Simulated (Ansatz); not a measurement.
ZrC:

```xyz
4
Lattice="3.3915 0.0000 0.0000 -1.6957 2.9371 0.0000 0.0000 0.0000 5.2901" Properties=species:S:1:pos:R:3 pbc="T T T"
Zr    1.6957    0.9790    3.9675
Zr    0.0000    1.9581    1.3225
C     0.0000    0.0000    2.6450
C     0.0000    0.0000    0.0000
```

The cell comes from a database or a generator and needn't be the stable form of this composition.

Base run:

| Quantity | Value |
| --- | --- |
| Program | Ansatz 0.2.0 |
| Functional | LDA |
| Potentials or basis | Ansatz PAW |
| Cutoff | 420 eV (not typed: the program's choice for these potentials) |
| k mesh | 7 × 7 × 4 |
| Occupations | fermi-dirac, width 0.05 eV |
| Spin | no spin polarisation |

Its results: band gap on the k mesh none (metal or under the smearing width); pressure -11.8 GPa.

**Question.** After a change of settings the same cell gave: band gap on the k mesh none (metal or under the smearing width); pressure -2.3 GPa. Which change was it?
A. functional from LDA to revPBE
B. functional from LDA to r2SCAN; cutoff from 420 eV (not typed: the program's choice for these potentials) to 500 eV (not typed: the program's choice for these potentials)
C. functional from LDA to BLYP
D. functional from LDA to PBEsol

**Answer.** B.

Caveats: the PAW data sets come from PBE, with cores solved anew for the run's functional, which leaves a small shift of forces and pressure.

Runs at the PBE level aren't shown here.
